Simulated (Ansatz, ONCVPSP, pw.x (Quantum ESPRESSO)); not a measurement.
# pw.x on bcc N: one setting changed

Potential: optimised norm-conserving Vanderbilt (ONCV), ONCVPSP 4.0.1.1 (patched build), PBE; core [He], reference 2s2 2p3; waves: 2s: rc 0.80 bohr, ncon 4, nbas 7, qcut 7.6 1/bohr, 1 projector; 2p: rc 2.35 bohr, ncon 5, nbas 9, qcut 6.7 1/bohr, 2 projectors, debl 2.3 Ha; d scattering state at 0.35 Ha: rc 2.45 bohr, ncon 4, nbas 8, qcut 3.3 1/bohr, 3 projectors, debl 2.4 Ha; local part: polynomial inside 0.75 bohr (lpopt 1, dvloc0 0 Ha); core correction: Teter function fitted to the true core (icmod 2), fcfact 0.55.

The reference run (k-mesh 18³, cutoffs 150/600 Ry, Fermi–Dirac 0.01 Ry, mixing_beta 0.4, conv_thr 1e-9, no spin) gives -1.16 GPa at 7.247 Å³/atom, where all-electron LAPW gives -0.09 GPa. This run, with its own iteration cap, changes degauss to 0.005.

```
&control
  calculation='scf', prefix='x', pseudo_dir='./', outdir='./tmp', tstress=.true., disk_io='none'
/
&system
  ibrav=0, nat=1, ntyp=1, ecutwfc=150, ecutrho=600, nbnd=9,
  occupations='smearing', smearing='fd', degauss=0.005
/
&electrons
  conv_thr=1e-09, mixing_beta=0.4, electron_maxstep=50
/
ATOMIC_SPECIES
N 1.0 N.UPF
CELL_PARAMETERS angstrom
  -1.21908154 1.21908154 1.21908154
  1.21908154 -1.21908154 1.21908154
  1.21908154 1.21908154 -1.21908154
ATOMIC_POSITIONS crystal
N 0.0000 0.0000 0.0000
K_POINTS automatic
18 18 18 0 0 0
```

```bash
pw.x < N.scf.in > N.scf.out
```

Question: How does the run end?

Answer: It converges in 6 iterations; the free energy moves by +13.6 meV/atom and the pressure by -0.47 GPa. In a metal, with Fermi–Dirac smearing, F lies below its zero-width value by a term in the square of the width.

```
Message from routine setup:
     using ibrav=0 with symmetry is DISCOURAGED, use correct ibrav instead
     lattice parameter (alat)  =       3.9902  a.u.
     unit-cell volume          =      48.9052 (a.u.)^3
     number of electrons       =         5.00
     number of Kohn-Sham states=            9
     kinetic-energy cutoff     =     150.0000  Ry
     charge density cutoff     =     600.0000  Ry
     scf convergence threshold =      1.0E-09
     Exchange-correlation= PBE
     number of k points=   195  Fermi-Dirac smearing, width (Ry)=  0.0050
     iteration #  1     ecut=   150.00 Ry     beta= 0.40
     total energy              =     -20.46121821 Ry
     estimated scf accuracy    <       0.00048004 Ry
     iteration #  2     ecut=   150.00 Ry     beta= 0.40
     total energy              =     -20.46130453 Ry
     estimated scf accuracy    <       0.00014426 Ry
     iteration #  3     ecut=   150.00 Ry     beta= 0.40
     total energy              =     -20.46132220 Ry
     estimated scf accuracy    <       0.00000558 Ry
     iteration #  4     ecut=   150.00 Ry     beta= 0.40
     total energy              =     -20.46132276 Ry
     estimated scf accuracy    <          4.0E-09 Ry
     iteration #  5     ecut=   150.00 Ry     beta= 0.40
     total energy              =     -20.46132276 Ry
     estimated scf accuracy    <          1.0E-09 Ry
     iteration #  6     ecut=   150.00 Ry     beta= 0.40
     the Fermi energy is     9.0469 ev
!    total energy              =     -20.46132276 Ry
     estimated scf accuracy    <          2.3E-11 Ry
     smearing contrib. (-TS)   =      -0.00072701 Ry
     The total energy is F=E-TS. E is the sum of the following terms:
     one-electron contribution =       3.73494611 Ry
     hartree contribution      =       1.45165528 Ry
     xc contribution           =      -5.90078004 Ry
     ewald contribution        =     -19.74641711 Ry
     convergence has been achieved in   6 iterations
          total   stress  (Ry/bohr**3)                   (kbar)     P=      -16.36
     Message from routine punch:
     Nothing written, as per user request (disk_io='none')
```

The run took about 37 s on one core of a shared host (Neoverse-N1, 64 threads, 124 GiB, load 56).
